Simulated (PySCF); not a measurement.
Simulated C 1s region for cyclobutene (`C1=CCC1`), binding energy against the vacuum level.

Every computed line was given a Gaussian of 0.4 eV full width at half maximum and an area set by the number of equivalent atoms; the highest printed point is 100. Computed with PySCF, delta-SCF UKS SCAN, pcX-2 on the ionised atom, pcseg-1 elsewhere, spin-free X2C.

| binding energy (eV) | intensity |
| --- | --- |
| 289.7 | 1 |
| 289.8 | 3 |
| 289.9 | 12 |
| 290.0 | 34 |
| 290.1 | 67 |
| 290.2 | 95 |
| 290.3 | 98 |
| 290.4 | 83 |
| 290.5 | 76 |
| 290.6 | 89 |
| 290.7 | 100 |
| 290.8 | 86 |
| 290.9 | 54 |
| 291.0 | 24 |
| 291.1 | 7 |
| 291.2 | 2 |
| 291.3 | 0 |

**Question.** How many maxima does the curve show, and how many computed lines lie under it?

**Answer.** The curve has 2 maxima (at 290.3 and 290.7 eV). Under it lie 2 lines from 2 inequivalent carbon sites.

**Question.** Decompose the envelope and assign each component. Numbering: `[CH:1]1=[CH:2][CH2:3][CH2:4]1`.

**Answer.** 
```json
{"position (eV)": "290.25", "relative area": "2", "line": "C 1s", "atoms": "C1/C2", "environment": "alkene CH carbon"}
{"position (eV)": "290.71", "relative area": "2", "line": "C 1s", "atoms": "C3/C4", "environment": "allylic carbon"}
```

**Question.** What are the centre and the root-mean-square width of the whole band?

**Answer.** The area-weighted mean of the lines is 290.48 eV. Their own spread about it is 0.23 eV (rms) and each Gaussian has σ = 0.4/2.355 = 0.17 eV; the variances add, which gives 0.29 eV.

**Question.** Above which line width would these two lines show one maximum?

**Answer.** Two equal Gaussians merge once their distance is under 2σ = FWHM/1.177. With 0.47 eV between them that is a full width over 0.55 eV.

The listed C 1s values span 0.46 eV, from C1/C2 (bonded to C (double bond), C and H) to C3/C4 (bonded to 2 C and 2 H). Summing the Pauling electronegativity differences to the bonded atoms, each weighted by its formal bond order, gives -0.35 for the lowest site and -0.70 for the highest; the largest sum, -0.35, belongs to C1/C2, 0.46 eV below the top. The smallest sum, -0.70, belongs to C3/C4, 0.46 eV above the lowest.

The curve has no shake-up lines and no vibrational structure. Atoms equivalent by their bonding share one computed value, that of the first of them. Isolated species at its PBE0-D3(BJ)/def2-SVP geometry, gas phase.

On one thread of an Arm Neoverse V1, shared host with 32 logical CPUs at a one-minute load of 9.8, this took 8.2 s and 0.38 GiB of memory at its peak.
